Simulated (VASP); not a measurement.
# Sn (Fd-3m) in VASP: notebook

The runs below take Sn through relaxation of cell and atoms, with PBEsol.

Program: VASP 6.6.1. These are calculated values, not measurements. Logs are shortened: lines on timing, memory, paths and dates and some standing lists are left out, and cuts for length are marked.

**1. The crystal as given**

Symmetry: Fd-3m, No. 227, cubic system. The conventional cell has a = 6.467 Å, b = 6.467 Å, c = 6.467 Å, α = 90.00°, β = 90.00°, γ = 90.00°. Around Sn (site symmetry -43m) lie 4 Sn at 2.80 Å.

This isn't the form of Sn at room conditions, which is tetragonal (white tin).

**2. Relaxation of cell and atoms, PBEsol**

File INCAR:

```
ALGO = Normal ; EDIFF = 1E-7
EDIFFG = -0.002 ; ENCUT = 520
GGA = PS ; IBRION = 2
ISIF = 3 ; ISMEAR = 0
KPAR = 4 ; LASPH = T
LCHARG = F ; LREAL = F
LWAVE = F ; NELM = 80
NSW = 80 ; PREC = Accurate
SIGMA = 0.02
```

File KPOINTS:

```
k-points
0
Gamma
  8 8 8
```

File POSCAR:

```
Sn
1.0
    0.0000000000      3.2333428000      3.2333428000
    3.2333428000      0.0000000000      3.2333428000
    3.2333428000      3.2333428000      0.0000000000
Sn
2
Direct
    0.0000000000      0.0000000000      0.0000000000
    0.2500000000      0.2500000000      0.2500000000
```

Potentials or basis: VASP PAW PBE potentials, release 64 (Sn_d).

Launch:

```
> cat potpaw_PBE.64/Sn_d/POTCAR > POTCAR
> mpirun -np 4 vasp_std > vasp.out
```

OUTCAR:

```text
EDIFF = 1E-7
   EDIFFG = -0.002
   ENCUT = 520
   GGA = PS
   IBRION = 2
   ISIF = 3
   ISMEAR = 0
   LASPH = T
   LREAL = F
   NELM = 80
   NSW = 80
   PREC = Accurate

 ion  position               nearest neighbor table
   1  0.000  0.000  0.000-   2 2.80   2 2.80   2 2.80   2 2.80
   2  0.250  0.250  0.250-   1 2.80   1 2.80   1 2.80   1 2.80

  LATTYP: Found a face centered cubic cell.
 ALAT       =     6.4666856000

  Lattice vectors:

 A1 = (   0.0000000000,   3.2333428000,   3.2333428000)
 A2 = (   3.2333428000,   0.0000000000,   3.2333428000)
 A3 = (   3.2333428000,   3.2333428000,   0.0000000000)

Analysis of symmetry for initial positions (statically):
=====================================================================
 Subroutine PRICEL returns:
 Original cell was already a primitive cell.

 Routine SETGRP: Setting up the symmetry group for a
 face centered cubic supercell.

 Subroutine GETGRP returns: Found 48 space group operations
 (whereof 24 operations were pure point group operations)
 out of a pool of 48 trial point group operations.

The static configuration has the point symmetry T_d .
 The point group associated with its full space group is O_h .

Analysis of symmetry for dynamics (positions and initial velocities):
=====================================================================
 Subroutine PRICEL returns:
 Original cell was already a primitive cell.

 Routine SETGRP: Setting up the symmetry group for a
 face centered cubic supercell.

 Subroutine GETGRP returns: Found 48 space group operations
 (whereof 24 operations were pure point group operations)
 out of a pool of 48 trial point group operations.

The dynamic configuration has the point symmetry T_d .
 The point group associated with its full space group is O_h .

 Subroutine INISYM returns: Found 48 space group operations
 (whereof 24 operations are pure point group operations),
 and found     1 'primitive' translations

----------------------------------------------------------------------------------------

                                     Primitive cell

  volume of cell :      67.6060

  direct lattice vectors                    reciprocal lattice vectors
     0.000000000  3.233342800  3.233342800    -0.154638723  0.154638723  0.154638723
     3.233342800  0.000000000  3.233342800     0.154638723 -0.154638723  0.154638723
     3.233342800  3.233342800  0.000000000     0.154638723  0.154638723 -0.154638723

  length of vectors
     4.572637240  4.572637240  4.572637240     0.267842124  0.267842124  0.267842124

  position of ions in fractional coordinates (direct lattice)
     0.000000000  0.000000000  0.000000000
     0.250000000  0.250000000  0.250000000

  ion indices of the primitive-cell ions
   primitive index   ion index
                 1           1
                 2           2

----------------------------------------------------------------------------------------

 KPOINTS: k-points

Automatic generation of k-mesh.
 Grid dimensions read from file:
 generate k-points for:    8    8    8

 Generating k-lattice:

  Cartesian coordinates                     Fractional coordinates (reciprocal lattice)
    -0.019329840  0.019329840  0.019329840     0.125000000  0.000000000  0.000000000
     0.019329840 -0.019329840  0.019329840     0.000000000  0.125000000  0.000000000
     0.019329840  0.019329840 -0.019329840     0.000000000  0.000000000  0.125000000

  Length of vectors
     0.033480266  0.033480266  0.033480266

  Shift w.r.t. Gamma in fractional coordinates (k-lattice)
     0.000000000  0.000000000  0.000000000

 Subroutine IBZKPT returns following result:
 ===========================================

 Found     29 irreducible k-points:

 Following reciprocal coordinates:
            Coordinates               Weight
  0.000000  0.000000  0.000000      1.000000
  0.125000  0.000000  0.000000      8.000000
  0.250000  0.000000  0.000000      8.000000
  0.375000  0.000000  0.000000      8.000000
  0.500000  0.000000  0.000000      4.000000
  0.125000  0.125000  0.000000      6.000000
[... 16 lines left out ...]
  0.500000  0.250000  0.125000     48.000000
 -0.375000  0.250000  0.125000     24.000000
 [... further k-points ...]
   k-points           NKPTS =     29   k-points in BZ     NKDIM =     29   number of bands    NBANDS=     18
   number of dos      NEDOS =    301   number of ions     NIONS =      2
   total plane-waves  NPLWV =  46656
   dimension x,y,z NGX =    36 NGY =   36 NGZ =   36
   dimension x,y,z NGXF=    72 NGYF=   72 NGZF=   72
   ions per type =               2
   NGX,Y,Z   is equivalent  to a cutoff of  13.09, 13.09, 13.09 a.u.
   NGXF,Y,Z  is equivalent  to a cutoff of  26.18, 26.18, 26.18 a.u.
 SYSTEM =  unknown system
   PREC   = accura    normal or accurate (medium, high low for compatibility)
   ISTART =      0    job   : 0-new  1-cont  2-samecut
   ICHARG =      2    charge: 1-file 2-atom 10-const
   ISPIN  =      1    spin polarized calculation?
   LNONCOLLINEAR =      F non collinear calculations
   LSORBIT =      F    spin-orbit coupling
   LASPH  =      T    aspherical Exc in radial PAW
   ENCUT  =  520.0 eV  38.22 Ry    6.18 a.u.   8.50  8.50  8.50*2*pi/ulx,y,z
   NELM   =     80;   NELMIN=  2; NELMDL= -5     # of ELM steps
   EDIFF  = 0.1E-06   stopping-criterion for ELM
   LREAL  =      F    real-space projection
   EDIFFG = -.2E-02   stopping-criterion for IOM
   NSW    =     80    number of steps for IOM
   IBRION =      2    ionic relax: 0-MD 1-quasi-New 2-CG
   NFREE  =      1    steps in history (QN), initial steepest desc. (CG)
   ISIF   =      3    stress and relaxation
   ISYM   =      2    0-nonsym 1-usesym 2-fastsym
   POTIM  = 0.5000    time-step for ionic-motion
   TEBEG  =    0.0;   TEEND  =   0.0 temperature during run
   PSTRESS=    0.0 pullay stress
   NELECT =      28.0000    total number of electrons
   NUPDOWN=      -1.0000    fix difference up-down
   EMIN   =  10.00;   EMAX   =-10.00  energy-range for DOS
   EFERMI =   0.00;   METHOD = LEGACY
   ISMEAR =     0;   SIGMA  =   0.02  broadening in eV -4-tet -1-fermi 0-gaus
   EFERMI_NEDOS =   21; number of points for ismear=-14 and -15
   IALGO  =     38    algorithm
   IMIX   =      4    mixing-type and parameters
     AMIX     =   0.40;   BMIX     =  1.00
     AMIX_MAG =   1.60;   BMIX_MAG =  1.00
  volume/ion in A,a.u.               =      33.80       228.11
  Fermi-wavevector in a.u.,A,eV,Ry     =   1.220298  2.306028 20.260793  1.489126
  Thomas-Fermi vector in A             =   2.355520
   LORBIT       =      0    0 simple, 1 ext, 2 COOP (PROOUT), +10 PAW based schemes
   GGA     = PS    functional components
   LHFCALC =     F    Hartree Fock is set to
   AEXX    =    0.0000 exact exchange contribution
   IVDW    =     0    specifies the selected vdW correction
   LEPSILON=     F    determine dielectric tensor
   LRPA    =     F    only Hartree local field effects (RPA)
 conjugate gradient relaxation of ions
 non-spin polarized calculation
 Gauss-broadening in eV      SIGMA  =   0.02
  energy-cutoff  :      520.00
  volume of cell :       67.61
 maximum number of plane-waves:      1841
 NGX is ok and might be reduce to    36
   NGX = 17   NGY = 17   NGZ = 17

--------------------------------------- Ionic step        1  -------------------------------------------

 number of electron      28.0000008 magnetization

 Free energy of the ion-electron system (eV)
  ---------------------------------------------------
  ext. energy  EPLUGINS =         0.00000000
  ---------------------------------------------------
  free energy    TOTEN  =        -8.44607493 eV

  energy without entropy =       -8.44598678  energy(sigma->0) =       -8.44603086

------------------------ aborting loop because EDIFF is reached ----------------------------------------

  FORCE on cell =-STRESS in cart. coord.  units (eV):
  Direction    XX          YY          ZZ          XY          YZ          ZX
  --------------------------------------------------------------------------------------
  -------------------------------------------------------------------------------------
  Total        0.6082713      0.6082713      0.6082713      0.0000000     -0.0000000     -0.0000000
  in kB       14.4152671     14.4152671     14.4152671      0.0000000     -0.0000000     -0.0000000
  external PRESSURE =      14.4152671 kB  Pullay stress =       0.0000000 kB
[... 57 lines left out ...]
  energy  without entropy=       -8.4541441155  energy(sigma->0) =       -8.45418822

--------------------------------------- Ionic step        3  -------------------------------------------

 number of electron      27.9999987 magnetization

 Free energy of the ion-electron system (eV)
  ---------------------------------------------------
  ext. energy  EPLUGINS =         0.00000000
  ---------------------------------------------------
  free energy    TOTEN  =        -8.45555134 eV

  energy without entropy =       -8.45546318  energy(sigma->0) =       -8.45550726

 E-fermi :   5.1686     XC(G=0):  -8.9721

 val. band max:        5.1686415442   @ k =   0.5000   0.0000   0.0000
 cond. band min:       5.2670047539   @ k =   0.3750   0.0000   0.0000
 fundamental gap:      0.0983632098
 Fermi energy:         5.1686415442

 k-point     1 :       0.0000    0.0000    0.0000
  band No.  band energies     occupation
      1     -16.2868      2.00000
      2     -16.2868      2.00000
      3     -16.2868      2.00000
      4     -16.2294      2.00000
      5     -16.2294      2.00000
      6     -15.9346      2.00000
[... 10 lines left out ...]
     17       7.4177      0.00000
     18       7.4177      0.00000
[... 466 lines left out ...]
      2     -16.3338      2.00000
      3     -16.2168      2.00000
      4     -16.1448      2.00000
      5     -16.1280      2.00000
      6     -16.0521      2.00000
[... 10 lines left out ...]
     17       9.9369      0.00000
     18      10.7383      0.00000

 [... further k-points ...]

------------------------ aborting loop because EDIFF is reached ----------------------------------------

  FORCE on cell =-STRESS in cart. coord.  units (eV):
  Direction    XX          YY          ZZ          XY          YZ          ZX
  --------------------------------------------------------------------------------------
  -------------------------------------------------------------------------------------
  Total       -0.0022576     -0.0022576     -0.0022576      0.0000000      0.0000000      0.0000000
  in kB       -0.0518369     -0.0518369     -0.0518369      0.0000000      0.0000000      0.0000000
  external PRESSURE =      -0.0518369 kB  Pullay stress =       0.0000000 kB
[... 17 lines left out ...]
  FREE ENERGIE OF THE ION-ELECTRON SYSTEM (eV)
  ---------------------------------------------------
  free  energy   TOTEN  =        -8.4555513365 eV

  energy  without entropy=       -8.4554631819  energy(sigma->0) =       -8.45550726

 reached required accuracy - stopping structural energy minimisation
```

Wall time 25 s (4 MPI ranks of Intel Xeon Platinum 8488C (Sapphire Rapids), shared host); peak memory 0.22 GiB.

Results:

```yaml
Free_energy: -8.4556 eV
Relaxed_volume: 34.89 Å³/atom
Relaxed_cell: a = 4.621 Å, b = 4.621 Å, c = 4.621 Å, α = 60.00°, β = 60.00°, γ = 60.00°
Space_group_after_relaxing_to_0.05_Å: Fd-3m (No. 227)
Energy_gained_by_relaxing: 4.7 meV/atom
Ionic_steps: 3
Pressure_after_relaxing: 0.0 GPa
Band_gap_on_the_k_mesh: none (metal or under the smearing width)
```

Step by step:
```
step  energy change (eV)  largest force (eV/Å)  pressure (GPa)  volume (Å³)
   1              0.0000                0.0000            1.44        67.61
   2             -0.0082                0.0000           -0.49        70.63
   3             -0.0095                0.0000           -0.01        69.78
```

Final structure:
```
CELL_PARAMETERS angstrom
0.00000 3.26761 3.26761
3.26761 0.00000 3.26761
3.26761 3.26761 0.00000
ATOMIC_POSITIONS crystal
Sn 0.00000 0.00000 0.00000
Sn 0.25000 0.25000 0.25000
```

Levels at points of the mesh, in eV from the Fermi level:
| k point | band 10 | band 11 | band 12 | band 13 | band 14 | band 15 | band 16 | band 17 | band 18 |
| --- | --- | --- | --- | --- | --- | --- | --- | --- | --- |
| (0.00, 0.00, 0.00) | -21.10 | -10.39 | -0.73 | 0.19 | 0.19 | 0.19 | 2.25 | 2.25 | 2.25 |
| (0.50, 0.00, 0.00) | -21.05 | -8.80 | -6.14 | -0.99 | -0.99 | 0.00 | 3.31 | 3.31 | 5.64 |
| (0.50, 0.50, 0.00) | -21.03 | -7.36 | -7.36 | -2.30 | -2.30 | 0.88 | 0.88 | 7.68 | 7.68 |

Caveat: the PAW data sets were made with another functional, which shifts forces and pressure a little. Zero-point motion and thermal expansion aren't in these numbers.

**3. Relaxation of cell and atoms, PBEsol**

This run uses another cell than the first one, of 34.89 Å³/atom, 1.032 times its volume.

INCAR is that of step 2.

KPOINTS is that of step 2.

File POSCAR:

```
Sn                                      
1.0
    0.0000000000      3.2676089727      3.2676089727
    3.2676089727     -0.0000000000      3.2676089727
    3.2676089727      3.2676089727     -0.0000000000
  Sn            
     2
Direct
     0.0000000000000000    0.0000000000000000    0.0000000000000000
     0.2500000000000000    0.2500000000000000    0.2500000000000000
```

Potentials or basis: VASP PAW PBE potentials, release 64 (Sn_d).

Launch:

```
> cat potpaw_PBE.64/Sn_d/POTCAR > POTCAR
> mpirun -np 4 vasp_std > vasp.out
```

Run time: 11 s. Hardware: 4 MPI ranks of Intel Xeon Platinum 8488C (Sapphire Rapids), shared host; peak memory 0.21 GiB.

It converged, with:

| Property | Result |
| --- | --- |
| Free energy | -8.4563 eV |
| Pressure after relaxing | 0.0 GPa |
| Band gap on the k mesh | none (metal or under the smearing width) |

Final structure:
```cif
data_structure
_symmetry_space_group_name_H-M 'P 1'
_symmetry_Int_Tables_number 1
_cell_length_a 4.6211
_cell_length_b 4.6211
_cell_length_c 4.6211
_cell_angle_alpha 60.000
_cell_angle_beta 60.000
_cell_angle_gamma 60.000
_cell_volume 69.78
loop_
_atom_site_label
_atom_site_type_symbol
_atom_site_fract_x
_atom_site_fract_y
_atom_site_fract_z
_atom_site_occupancy
Sn1 Sn 0.00000 0.00000 0.00000 1
Sn2 Sn 0.25000 0.25000 0.25000 1
```

Levels at points of the mesh, in eV from the Fermi level:
| k point | band 11 | band 12 | band 13 | band 14 | band 15 | band 16 | band 17 | band 18 |
| --- | --- | --- | --- | --- | --- | --- | --- | --- |
| (0.00, 0.00, 0.00) | -10.39 | -0.73 | 0.19 | 0.19 | 0.19 | 2.25 | 2.25 | 2.25 |
| (0.50, 0.00, 0.00) | -8.80 | -6.14 | -0.98 | -0.98 | 0.00 | 3.31 | 3.31 | 5.64 |
| (0.50, 0.50, 0.00) | -7.36 | -7.36 | -2.30 | -2.30 | 0.88 | 0.88 | 7.68 | 7.68 |

Caveat: the relaxation stopped at its first step, so nothing moved; the PAW data sets were made with another functional, which shifts forces and pressure a little.
